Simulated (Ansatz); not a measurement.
**Manganese, diamond under RPBE: from relaxation to bulk modulus**

Aim: take manganese in the diamond structure, relax it, solve it on a dense k-mesh, then scale the cell to 7 volumes from 88 to 112 % of the relaxed one and try a fit of the equation of state. The start is antiferromagnetic. The k-meshes are 11×11×11 for the relaxation; 17×17×17 for the dense run; 12×12×12 for the volumes.

Computed with Ansatz 0.2.0 (DFT RPBE, plane waves (420 eV) with PAW, scalar-relativistic; PAW files made under PBE, frozen cores solved again for the functional, unless a step says otherwise).

## 1. Starting point

The structure is cubic, space group Fd-3m (No. 227). The conventional cell has a = 5.025 Å, b = 5.025 Å, c = 5.025 Å, α = 90.00°, β = 90.00°, γ = 90.00°. Around Mn (site symmetry -43m) lie 4 Mn at 2.18 Å.

Structure file:

```cif
data_structure
_symmetry_space_group_name_H-M 'P 1'
_symmetry_Int_Tables_number 1
_cell_length_a 3.5533
_cell_length_b 3.5533
_cell_length_c 3.5533
_cell_angle_alpha 60.000
_cell_angle_beta 60.000
_cell_angle_gamma 60.000
_cell_volume 31.72
loop_
_atom_site_label
_atom_site_type_symbol
_atom_site_fract_x
_atom_site_fract_y
_atom_site_fract_z
_atom_site_occupancy
Mn1 Mn 0.12500 0.12500 0.12500 1
Mn2 Mn 0.87500 0.87500 0.87500 1
```

Starting moments (μB): +3, -3.

## 2. Geometry optimisation

input.yaml

```yaml
crystal:
  lattice:
    - [0.0, 2.5125686141, 2.5125686141]
    - [2.5125686141, 0.0, 2.5125686141]
    - [2.5125686141, 2.5125686141, 0.0]
  atoms:
    - { symbol: Mn, position: [0.125, 0.125, 0.125], spin: 3.0 }
    - { symbol: Mn, position: [0.875, 0.875, 0.875], spin: -3.0 }
hamiltonian:
  xc: rpbe
  pseudopotentials:
    kind: paw
    azcp:
      Mn: "pseudopotentials/Mn.paw.azcp"
basis:
  ecutwfc: 420
  fft_grid_basis: typed
kpoints:
  mp_grid: { grid: [11, 11, 11], shift: [0, 0, 0] }
magnetization:
  spin_polarized: true
scf:
  occupations: { method: fermi_dirac, width: 0.05 }
relax:
  max_steps: 60
  f_tol: 0.01
  cell: {}
```

After this run come: Dense single point; Volume × 0.88; Volume × 0.92; Volume × 0.96; Volume × 1.0; Volume × 1.04; Volume × 1.08; Volume × 1.12.

Before running it: what results should come out? Wanted: space group; conventional cell; volume; shortest distance; gap on the mesh; magnetic state; relative to alpha-Mn; V₀, B₀, B₀′.

**Answer**, as computed:

| quantity | value |
| --- | --- |
| space group (spins left aside) | Fd-3m (No. 227) |
| conventional cell | a = 5.306 Å |
| volume | 18.675 Å³/atom |
| shortest distance | 2.298 Å |
| gap on the mesh | none (levels filled in part) |
| magnetic state | antiferromagnetic, up to 2.62 μB per atom |
| relative to alpha-Mn (A12), ferrimagnetic | +1214 meV/atom |
| V₀, B₀, B₀′ | 18.664 Å³/atom, 36 GPa, 5.2 |

In words: From the guessed start the volume grew by 17.7 % in 8 steps. It lies 1214 meV/atom above the element's reference form at the same level (alpha-Mn (A12), ferrimagnetic, from a run of its own). It ends antiferromagnetic, with up to 2.62 μB per atom. Levels at the Fermi energy are filled in part, as in a metal. The moment runs from 2.05 to 3.04 μB across the volumes, and this change enters B₀ and B₀′. The fitted modulus is 36 GPa. Relaxation kept the symmetry; phonons were not checked.
